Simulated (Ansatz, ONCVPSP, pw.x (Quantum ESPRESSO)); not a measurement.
## What a changed setting does to a pw.x run (bcc Zr)

Potential: optimised norm-conserving Vanderbilt (ONCV), ONCVPSP 4.0.1.1 (patched build), LDA (Perdew-Wang 92); core [Ar] 3d10, reference 4s2 4p6 4d2 5s2; waves: 4s+5s: rc 1.70 bohr, ncon 3, nbas 7, qcut 5.6 1/bohr, 2 projectors; 4p: rc 2.05 bohr, ncon 4, nbas 7, qcut 5.9 1/bohr, 2 projectors, debl 3.6 Ha; 4d: rc 1.70 bohr, ncon 5, nbas 10, qcut 7.2 1/bohr, local; local part: the d channel; core correction: polynomial model core, fcfact 0.15.

The reference run (k-mesh 13³, cutoffs 50/200 Ry, Fermi–Dirac 0.01 Ry, mixing_beta 0.4, conv_thr 1e-9, no spin) gives -0.31 GPa at 21.346 Å³/atom, where all-electron LAPW gives -0.43 GPa. This run, with its own iteration cap, changes smearing to mv.

```
&control
  calculation='scf', prefix='x', pseudo_dir='./', outdir='./tmp', tstress=.true., disk_io='none'
/
&system
  ibrav=0, nat=1, ntyp=1, ecutwfc=50, ecutrho=200, nbnd=14,
  occupations='smearing', smearing='mv', degauss=0.01
/
&electrons
  conv_thr=1e-09, mixing_beta=0.4, electron_maxstep=70
/
ATOMIC_SPECIES
Zr 1.0 Zr.UPF
CELL_PARAMETERS angstrom
  -1.74750665 1.74750665 1.74750665
  1.74750665 -1.74750665 1.74750665
  1.74750665 1.74750665 -1.74750665
ATOMIC_POSITIONS crystal
Zr 0.0000 0.0000 0.0000
K_POINTS automatic
13 13 13 0 0 0
```

```bash
pw.x < Zr.scf.in > Zr.scf.out
```

Q: How does the run end?

A: It converges in 7 iterations; the free energy moves by +49.4 meV/atom and the pressure by -0.57 GPa. This scheme is built to cancel the term in the square of the width that Fermi–Dirac smearing leaves in the F of a metal.

```
Message from routine setup:
     using ibrav=0 with symmetry is DISCOURAGED, use correct ibrav instead
     lattice parameter (alat)  =       5.7198  a.u.
     unit-cell volume          =     144.0499 (a.u.)^3
     number of electrons       =        12.00
     number of Kohn-Sham states=           14
     kinetic-energy cutoff     =      50.0000  Ry
     charge density cutoff     =     200.0000  Ry
     scf convergence threshold =      1.0E-09
     Exchange-correlation= SLA  PW   NOGX NOGC
     number of k points=    84  Marzari-Vanderbilt smearing, width (Ry)=  0.0100
     iteration #  1     ecut=    50.00 Ry     beta= 0.40
     total energy              =    -104.41494465 Ry
     estimated scf accuracy    <       0.01037272 Ry
     iteration #  2     ecut=    50.00 Ry     beta= 0.40
     total energy              =    -104.41531867 Ry
     estimated scf accuracy    <       0.00111264 Ry
     iteration #  3     ecut=    50.00 Ry     beta= 0.40
     total energy              =    -104.41552096 Ry
     estimated scf accuracy    <       0.00004341 Ry
     iteration #  4     ecut=    50.00 Ry     beta= 0.40
     total energy              =    -104.41552295 Ry
     estimated scf accuracy    <       0.00000254 Ry
     iteration #  5     ecut=    50.00 Ry     beta= 0.40
     total energy              =    -104.41552270 Ry
     estimated scf accuracy    <       0.00000055 Ry
     iteration #  6     ecut=    50.00 Ry     beta= 0.40
     total energy              =    -104.41552283 Ry
     estimated scf accuracy    <       0.00000001 Ry
     iteration #  7     ecut=    50.00 Ry     beta= 0.40
     the Fermi energy is    14.8813 ev
!    total energy              =    -104.41552283 Ry
     estimated scf accuracy    <          8.5E-10 Ry
     smearing contrib. (-TS)   =      -0.00014433 Ry
     The total energy is F=E-TS. E is the sum of the following terms:
     one-electron contribution =     -15.77559205 Ry
     hartree contribution      =      13.41128559 Ry
     xc contribution           =     -22.70513226 Ry
     ewald contribution        =     -79.34593977 Ry
     convergence has been achieved in   7 iterations
          total   stress  (Ry/bohr**3)                   (kbar)     P=       -8.84
     Message from routine punch:
     Nothing written, as per user request (disk_io='none')
```

The run took about 13 s on one core of a shared host (Neoverse-N1, 64 threads, 124 GiB, load 57).
